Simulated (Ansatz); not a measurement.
TiAl3:

```
CELL_PARAMETERS angstrom
-1.91111 1.91111 4.28067
1.91111 -1.91111 4.28067
1.91111 1.91111 -4.28067
ATOMIC_POSITIONS crystal
Ti 0.00000 0.00000 0.00000
Al 0.25000 0.75000 0.50000
Al 0.75000 0.25000 0.50000
Al 0.50000 0.50000 0.00000
```

The cell comes from a database or a generator and needn't be the stable form of this composition.

Base run:

- Program: Ansatz 0.2.0
- Functional: PBEsol
- Potentials or basis: all-electron LAPW, scalar-relativistic
- Cutoff: 196 eV (chosen from the basis error)
- Basis error allowed: 0.002 eV/atom
- k mesh: 10 × 10 × 10
- Occupations: fermi-dirac, width 0.05 eV
- Spin: no spin polarisation

Its results: pressure -0.5 GPa.

The run is repeated on the same cell with these changes: functional from PBEsol to PBE. What comes out?

Pressure 2.1 GPa.

PBE binds less tightly than PBEsol, so the same cell stands under more pressure.
